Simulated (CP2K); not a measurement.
CaF2 (Fluorite) under changes of volume

One of the cells (13.579 Å³/atom); the others are scaled copies at fixed shape and fractional positions:

```
Ca F
1.0
     3.86222    0.00000    0.00000
     1.93111    3.34478    0.00000
     1.93111    1.11493    3.15349
Ca F
1 2
Direct
  0.00000 0.00000 0.00000
  0.75000 0.75000 0.75000
  0.25000 0.25000 0.25000
```

```yaml
Program: CP2K 2026.2
Functional: PBEsol
Potentials_or_basis: POTENTIAL_UZH Ca GTH-PBE-q10, F GTH-PBE-q7; TZVP-MOLOPT-PBE-GTH basis
Density_cutoff: 10204 eV
k_mesh: 8 × 8 × 8
Occupations: fermi-dirac, width 0.05 eV
Spin: no spin polarisation
```

| volume (Å³/atom) | energy over the lowest point (meV/atom) | pressure (GPa) | gap on the mesh (eV) |
| --- | --- | --- | --- |
| 12.764 | ? | ? | ? |
| 13.036 | 3.88 | 3.0 | 7.26 |
| 13.308 | 0.40 | 1.1 | 7.14 |
| 13.579 | 0.00 | -0.6 | 7.02 |
| 13.851 | 3.25 | -2.2 | 6.91 |
| 14.122 | 8.08 | -3.5 | 6.80 |
| 14.394 | 15.10 | -4.7 | 6.70 |

**Question.** What does the run at 12.764 Å³/atom give?

**Answer.** Energy over the lowest point 10.78 meV/atom; pressure 5.2 GPa; gap on the mesh 7.39 eV.

Worked out: A Birch-Murnaghan fit of order 3 (a polynomial in V^(-2/3)) to the other rows has its minimum at 13.45 Å³/atom with B0 = V·E''(V) = 93 GPa (rough, since the energies scatter). It gives 11.92 meV/atom at 12.764 Å³/atom, against the run's 10.78, and -dE/dV = 6.2 GPa, against 5.2. A straight line through the other rows of the gap, of slope -5.67 eV per unit of ln V, extrapolates to 7.38 eV, against the run's 7.39.

Energies are extrapolated to zero smearing.

Caveats: the potentials were made for another functional, which shifts forces and pressure; the basis of atomic orbitals isn't converged, which shifts pressures, moduli and gaps.

A mesh can miss the band edges.
